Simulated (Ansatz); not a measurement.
# Nb: the cost of one run

Computed with Ansatz 0.2.0 (DFT PBE, scalar-relativistic, plane waves, PAW, unless a step's input says otherwise).

The COD entry's cell or inner coordinates are ideal or old and differ from later refinements, so a difference from it is no clean test against experiment.

1 further run of the same task is left out (set aside as unsound or not needed).

## Step 1: The system as given

Symmetry: Im-3m, No. 229, cubic system. Conventional cell: a = 3.311 Å, b = 3.311 Å, c = 3.311 Å, α = 90.00°, β = 90.00°, γ = 90.00°. Nb (site symmetry m-3m) has 8 Nb at 2.87 Å as nearest neighbours.

As a file:

```xyz
1
Lattice="-1.6556 1.6556 1.6556 1.6556 -1.6556 1.6556 1.6556 1.6556 -1.6556" Properties=species:S:1:pos:R:3 pbc="T T T"
Nb    0.0000    0.0000    0.0000
```

This cell was relaxed beforehand with the same method: volume 18.15 Å³/atom, gap on the mesh none (metal).

## Step 2: Static run: bands, density of states and charges

Contents of input.yaml:

```yaml
crystal:
  lattice:
    - [-1.6555580009, 1.6555580009, 1.6555580009]
    - [1.6555580009, -1.6555580009, 1.6555580009]
    - [1.6555580009, 1.6555580009, -1.6555580009]
  atoms:
    - { symbol: Nb, position: [0.0, 0.0, 0.0] }
basis:
  ecutwfc: 420
kpoints:
  mp_grid: { grid: [18, 18, 18] }
  band_path:
    path:
      - [[0.0, 0.0, 0.0], [0.5, -0.5, 0.5], [0.0, 0.0, 0.5], [0.0, 0.0, 0.0], [0.25, 0.25, 0.25], [0.5, -0.5, 0.5]]
      - [[0.25, 0.25, 0.25], [0.0, 0.0, 0.5]]
    npoints: 14
hamiltonian:
  xc: pbe
scf:
  occupations: { method: gaussian, width: 0.1 }
  n_extra_bands: 6
output:
  forces: true
  stress: true
  eigenvalues: true
  populations: true
  dos: { projected: true, de: 0.02, nscf_kmesh: { grid: [27, 27, 27] } }
  bader: true
  write_density: true
  write_potential: true
  elf: true
  volumetric_format: npy
```

Run with:

```sh
$ ansatz run input.yaml --threads 1 --pin off --max-ram 2560MiB --backend cpu --events-out ev --progress --plain --runs-dir out
```

What time and memory should one allow on 1 thread of AMD EPYC 9R45 (Zen 5), shared host?

About 7.7 s, with a peak of 0.39 GiB.
